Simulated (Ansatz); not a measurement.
Crystal: InAs.

```xyz
2
Lattice="0.0000 3.0180 3.0180 3.0180 0.0000 3.0180 3.0180 3.0180 0.0000" Properties=species:S:1:pos:R:3 pbc="T T T"
In    0.0000    0.0000    0.0000
As    4.5270    4.5270    4.5270
```

A run of Ansatz 0.2.0 on this cell left the log below. Logs are shortened: lines on timing, memory, paths and dates and some standing lists are left out, and cuts for length are marked.

```text
Warning: RAYON_NUM_THREADS=1 ignored (pool sized by the plan → 1); use --threads N
The last accepted step is kept in <dir> (removed where the run ends without a failure and the disk answers)
LAPW: plane waves up to 8.953 Å⁻¹, error target 1.0e-3 eV per atom; small_component_spin mean_spin; As in spheres of 1.230 Å, 23 of its electrons in bands, Dirac shells []; In in spheres of 1.305 Å, 21 of its electrons in bands, Dirac shells [] (how accurate: hamiltonian.pseudopotentials.lapw.basis_error, Limitations)
Engine: ansatz 0.2.0, x86_64-unknown-linux-gnu
Pseudopotentials: kind: all_electron
Pseudopotential: In, LAPW, valence charge 21, lapw/all_electron/scalar/gaussian/In, Koelling and Harmon's equation, gaussian nucleus
Pseudopotential: As, LAPW, valence charge 23, lapw/all_electron/scalar/gaussian/As, Koelling and Harmon's equation, gaussian nucleus
Functional definition: PBEsol
  exchange = pbesol_x
  correlation = pbesol_c
Crystal: 2 atoms, lattice volume = 54.978 Å³
Basis set: ecut = 305.40363336666724 eV, 645 PW (Γ), exchange–correlation at level 2
Bands: 27, of which v1, the nominal top of the filled ones, is band 22 counted from 1 (21 counted from 0)
Symmetry: 24 space group operations
Space group: F-43m (ITA 216), of the structure as read, at distance tolerance 3.8e-5 Å
k-points: 29 of 512 (time reversal used)
Non-local potential: In, projectors of the file, none
Non-local potential: As, projectors of the file, none
Initial density: superposition of atomic densities (chi_scale 0.1, normalization cell, long waves kept (reshape's long-wave potential 0.00 eV rms))
Initial wavefunctions: plane waves of lowest kinetic energy (no species holds an atomic orbital)
Functional: x = pbesol(κ = 0.804, μ = 0.12345679012345678), c = pbesol(β = 0.046)
iter 1 solved again at ethr=1.85e-3 eV; its pass at ethr=1.00e-1 eV (dr2=8.16e-1 eV) is discarded
SCF iter   1: F=—  HF=-221455.054098 eV  |F-HF|=—  |Δ(HF+E_count)|=         —  Δρ=2.87e-2  dr2=8.18e-1  ethr=1.85e-3  ⟨swp⟩=2.0  Hψ=4921  notcnv=0
preconditioner: auto → Kerker (q_TF=auto, 2.629 Å⁻¹)  [metal: Δε(μ)=0.096 eV  Ē_g=15.049 eV  σ=0.050 eV  W_gap=0.38  n_scr=14 (ndim 8)  ℏωp=21.2 eV  f_vac=0.136  D(μ)=0.05/eV (n_scr^D=0)]
SCF iter   2: F=—  HF=-221454.864077 eV  |F-HF|=—  |Δ(HF+E_count)|=   1.90e-1  Δρ=1.81e-2  dr2=3.40e-1  ethr=1.85e-3  ⟨swp⟩=2.0  Hψ=2291  notcnv=0
[... 56 lines left out ...]
iter 1 solved again at ethr=2.30e-11 eV; its pass at ethr=1.00e-1 eV (dr2=1.01e-8 eV) is discarded
SCF iter   1: F=—  HF=-221454.590301 eV  |F-HF|=—  |Δ(HF+E_count)|=         —  Δρ=4.03e-6  dr2=1.01e-8  ethr=2.30e-11  ⟨swp⟩=3.0  Hψ=3712  notcnv=0
SCF iter   2: F=-221454.590301 eV  HF=-221454.590301 eV  |F-HF|=3.23e-9  |Δ(HF+E_count)|=   6.96e-9  Δρ=2.17e-6  dr2=2.73e-9  ethr=2.30e-11  ⟨swp⟩=2.5  Hψ=2161  notcnv=0
SCF 6 converged in 2 iterations: F = -221454.590301 eV  dr2 = 2.73e-9
relax step   6: F+E_penalty+E_count = -221454.59030087 eV  Δ(F+E_penalty+E_count) = +4.981e-7 eV  max|allowed force component| = 4.395e-17 eV/Å  Δτ_max = 0.0000 Å  P = +9.999 GPa  Ω = 49.424 Å³  stress off target by 1.29e-3 GPa  SCF on the basis re-selected at this cell (its energy is not comparable with the rows above)  (2 SCF iters)
basis re-selected at this cell: Δ(F+E_penalty+E_count) = +4.981e-7 eV, ΔP = +0.000 GPa vs the last step (what re-selecting the basis moved, after the strain that the cell walked since its last selection, with what the two solves' SCF thresholds leave and, on support functions, any second-order correction that the steps lacked; it is no measure of the basis error at this ecutwfc). This SCF's stress stands 1.29e-3 GPa from its target on what of the cell is left free (relax.cell.stress_tol is 5.00e-2 GPa) and its largest allowed force component is 4.39e-17 eV/Å (relax.f_tol is 1.00e-2 eV/Å): within both
SCF converged after 2 iterations
Free energy (F): -221454.590301 eV
Harris-Foulkes:  -221454.590301 eV  (|F-HF|=3.23e-9)
Internal energy: -221454.590140 eV  (E = F + TS)
E sigma→0 (E₀):  -221454.590220 eV
Entropy (-TS):   -0.000161 eV (-0.081 meV/atom)
Fermi energy:    11.510341 eV
--- Per-component energies (eV) ---
  E_band       = -1849.063810
  E_kinetic    = 230753.241553
  E_xc         = -6520.120901
  E_electrostatic = -445687.710791  (all electrons and nuclei)
  E_smearing   = -0.000161  (= −TS)
  E_closure    = 0.000000  (closes the sum)
  E_atoms      = -221446.320134  (free atoms, spherical and without spin; not in F)
  Σ components = -221454.590301   (vs F -221454.590301, Δ=0.00e0)
  Basis errors (estimates in eV, not in F): energy 5.0e-4 per atom: plane waves 4.6e-4 (2.7e-4 summed), levels above the bands 6.6e-60, relativity 4.2e-9, radial functions 4.5e-5, core shells 2.7e-6; eigenvalues (radial functions only) 5.8e-7; not estimated: angular momenta, meshes, grids; target (lapw.basis_error) 1.0e-3; muffin-tin radii As 1.187 Å, In 1.260 Å
--- Forces (eV/Å), atoms counted from 1 ---
  atom   1  In     0.00000000    -0.00000000    -0.00000000
  atom   2  As    -0.00000000     0.00000000     0.00000000
  max |Σ_I F_I| component: 6.94e-18 eV/Å
--- Stress (GPa, compression-positive) ---
        9.998705      -0.000000      -0.000000
       -0.000000       9.998705      -0.000000
       -0.000000      -0.000000       9.998705
  P = ⅓ Tr σ = 9.9987 GPa (99.987 kbar)
--- Relaxed structure (5 steps of the walk, 5 accepted, 1 SCFs on fresh bases) ---
  F+E_penalty+E_count = -221454.59030087 eV   max|allowed force component| = 4.395e-17 eV/Å   (the final SCF, on the basis selected at the relaxed cell)
  cell:  # Å, volume = 49.4243 Å³
    - [1.1466312211132605e-32, 2.912751660447034, 2.912751660447034]
    - [2.912751660447034, -6.319787195205525e-33, 2.912751660447034]
    - [2.912751660447034, 2.912751660447034, -2.442527539126951e-33]
  atoms:
    - { symbol: In, position: [2.0314370409651095e-33, -3.76507179320235e-33, -8.083204979756459e-34] }
    - { symbol: As, position: [0.7499999999999999, 0.7499999999999999, 0.7499999999999999] }
```

Question: Write the input and the command behind it.

Answer: Relaxation of cell and atoms with PBEsol, no spin polarisation. The files as run (others can give the same):

input.yaml
```yaml
crystal:
  lattice:
    - [0.0, 3.018, 3.018]
    - [3.018, 0.0, 3.018]
    - [3.018, 3.018, 0.0]
  atoms:
    - { symbol: In, position: [0.0, 0.0, 0.0] }
    - { symbol: As, position: [0.75, 0.75, 0.75] }
kpoints:
  mp_grid: { grid: [8, 8, 8] }
scf:
  occupations: { method: fermi_dirac, width: 0.05 }
hamiltonian:
  xc: pbesol
  pseudopotentials: { kind: all_electron, lapw: { basis_error: 0.001 } }
output:
  forces: true
  stress: true
relax:
  f_tol: 0.01
  max_steps: 60
  cell: { p_target: 10 }
```

Potentials or basis: all-electron LAPW, scalar-relativistic.
Command:
```console
$ ansatz run input.yaml --threads 1 --pin off --max-ram 3072MiB --backend cpu --events-out ev --progress --plain --runs-dir out
```
